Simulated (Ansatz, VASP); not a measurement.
## Two plane-wave programs on HgSe

```xyz
2
Lattice="0.0000 3.1301 3.1301 3.1301 0.0000 3.1301 3.1301 3.1301 0.0000" Properties=species:S:1:pos:R:3 pbc="T T T"
Hg    0.0000    0.0000    0.0000
Se    1.5651    1.5651    1.5651
```

Alike in both runs: functional PBE; k mesh 12 × 12 × 12; occupations gaussian, width 0.1 eV; no spin polarisation.

Ansatz relaxed the structure, and its values are those at the end. VASP's run is a single point on that final structure, the one shown.

|  | VASP | Ansatz |
| --- | --- | --- |
| version | VASP 6.6.1 | Ansatz 0.2.0 |
| potentials or method | VASP PAW PBE potentials, release 64 (Hg, Se) | scalar-relativistic, plane waves, PAW |
| plane-wave cutoff (eV) | 520 | 420 |
| valence electrons in the cell | 18 | 36 |

```csv
,VASP,Ansatz,Ansatz less VASP
gap on the k mesh at the Fermi level (eV),none,none,-
pressure (GPa),0.2,0.0,-0.19
```

A gap of «none» marks a metal or a gap that the smearing closes. The two sets of potentials don't hold the same shells in valence.

Spin-orbit coupling is left out, which matters for the levels of Hg.
